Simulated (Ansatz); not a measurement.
# In2O3: the cost of one run

Program: Ansatz 0.2.0. Level of theory: DFT PBEsol, scalar-relativistic, plane waves, PAW. These are calculated values, not measurements.

### Step 1. The system as given

The structure is cubic, space group Ia-3 (No. 206). The conventional cell has a = 10.117 Å, b = 10.117 Å, c = 10.117 Å, α = 90.00°, β = 90.00°, γ = 90.00°. In (site symmetry -3) has 6 O at 2.16 Å as nearest neighbours. Around In (site symmetry 2) lie 6 O at 2.13 to 2.25 Å. O (site symmetry 1) is surrounded by 4 In at 2.13 to 2.25 Å.

As a file:

```xyz
40
Lattice="-5.0585 5.0585 5.0585 5.0585 -5.0585 5.0585 5.0585 5.0585 -5.0585" Properties=species:S:1:pos:R:3 pbc="T T T"
In    2.5293    2.5293    2.5293
In   -2.5293    2.5293    2.5293
In    2.5293   -2.5293    2.5293
In    2.5293    2.5293   -2.5293
In    4.7176    0.0000    2.5293
In    0.3409    0.0000    7.5878
In    2.5293    4.7176    0.0000
In    7.5878    0.3409    0.0000
In    0.0000    2.5293    4.7176
In    0.0000    7.5878    0.3409
In    0.3409    5.0585    2.5293
In    4.7176    5.0585   -2.5293
In    2.5293    0.3409    5.0585
In   -2.5293    4.7176    5.0585
In    5.0585    2.5293    0.3409
In    5.0585   -2.5293    4.7176
O     3.9578    1.5762    3.8404
O     6.1592    3.4823    3.8404
O    -1.1007    3.4823    6.2766
O     1.1007    1.5762    6.2766
O     3.8404    3.9578    1.5762
O     3.8404    6.1592    3.4823
O     6.2766   -1.1007    3.4823
O     6.2766    1.1007    1.5762
O     1.5762    3.8404    3.9578
O     3.4823    3.8404    6.1592
O     3.4823    6.2766   -1.1007
O     1.5762    6.2766    1.1007
O     1.1007    3.4823    1.2181
O    -1.1007    1.5762    1.2181
O     6.1592    1.5762   -1.2181
O     3.9578    3.4823   -1.2181
O     1.2181    1.1007    3.4823
O     1.2181   -1.1007    1.5762
O    -1.2181    6.1592    1.5762
O    -1.2181    3.9578    3.4823
O     3.4823    1.2181    1.1007
O     1.5762    1.2181   -1.1007
O     1.5762   -1.2181    6.1592
O     3.4823   -1.2181    3.9578
```

The structure rests on an entry of the Crystallography Open Database; cell or positions may have been set otherwise for this series.

### Step 2. Relaxing cell and atoms: In2O3, no spin

The input, input.yaml:

```yaml
crystal:
  lattice:
    - [-5.0585, 5.0585, 5.0585]
    - [5.0585, -5.0585, 5.0585]
    - [5.0585, 5.0585, -5.0585]
  atoms:
    - { symbol: In, position: [0.5, 0.5, 0.5] }
    - { symbol: In, position: [0.5, 0.0, 0.0] }
    - { symbol: In, position: [0.0, 0.5, 0.0] }
    - { symbol: In, position: [0.0, 0.0, 0.5] }
    - { symbol: In, position: [0.25, 0.7163, 0.4663] }
    - { symbol: In, position: [0.75, 0.7837, 0.0337] }
    - { symbol: In, position: [0.4663, 0.25, 0.7163] }
    - { symbol: In, position: [0.0337, 0.75, 0.7837] }
    - { symbol: In, position: [0.7163, 0.4663, 0.25] }
    - { symbol: In, position: [0.7837, 0.0337, 0.75] }
    - { symbol: In, position: [0.75, 0.2837, 0.5337] }
    - { symbol: In, position: [0.25, 0.2163, 0.9663] }
    - { symbol: In, position: [0.5337, 0.75, 0.2837] }
    - { symbol: In, position: [0.9663, 0.25, 0.2163] }
    - { symbol: In, position: [0.2837, 0.5337, 0.75] }
    - { symbol: In, position: [0.2163, 0.9663, 0.25] }
    - { symbol: O, position: [0.5354, 0.7708, 0.547] }
    - { symbol: O, position: [0.7238, 0.9884, 0.953] }
    - { symbol: O, position: [0.9646, 0.5116, 0.2354] }
    - { symbol: O, position: [0.7762, 0.7292, 0.2646] }
    - { symbol: O, position: [0.547, 0.5354, 0.7708] }
    - { symbol: O, position: [0.953, 0.7238, 0.9884] }
    - { symbol: O, position: [0.2354, 0.9646, 0.5116] }
    - { symbol: O, position: [0.2646, 0.7762, 0.7292] }
    - { symbol: O, position: [0.7708, 0.547, 0.5354] }
    - { symbol: O, position: [0.9884, 0.953, 0.7238] }
    - { symbol: O, position: [0.5116, 0.2354, 0.9646] }
    - { symbol: O, position: [0.7292, 0.2646, 0.7762] }
    - { symbol: O, position: [0.4646, 0.2292, 0.453] }
    - { symbol: O, position: [0.2762, 0.0116, 0.047] }
    - { symbol: O, position: [0.0354, 0.4884, 0.7646] }
    - { symbol: O, position: [0.2238, 0.2708, 0.7354] }
    - { symbol: O, position: [0.453, 0.4646, 0.2292] }
    - { symbol: O, position: [0.047, 0.2762, 0.0116] }
    - { symbol: O, position: [0.7646, 0.0354, 0.4884] }
    - { symbol: O, position: [0.7354, 0.2238, 0.2708] }
    - { symbol: O, position: [0.2292, 0.453, 0.4646] }
    - { symbol: O, position: [0.0116, 0.047, 0.2762] }
    - { symbol: O, position: [0.4884, 0.7646, 0.0354] }
    - { symbol: O, position: [0.2708, 0.7354, 0.2238] }
scf:
  occupations: { method: gaussian, width: 0.02 }
output:
  forces: true
  stress: true
  eigenvalues: true
  write_density: true
  write_potential: true
  elf: true
  volumetric_format: npy
hamiltonian:
  xc: pbesol
kpoints:
  mp_grid: { grid: [2, 2, 2] }
relax:
  f_tol: 0.01
  adjacent_minimum: "off"
  max_steps: 40
  cell: { stress_tol: 0.05, fix: [shape] }
```

On the command line:

```sh
> ansatz run input.yaml --threads 8 --pin off --max-ram 30720MiB --backend cpu --events-out ev --progress --plain --runs-dir out
```

Q: Estimate wall time and peak memory on 8 threads of AMD EPYC 9R45 (Zen 5), shared host.

About 15 s, with a peak of 1.9 GiB.
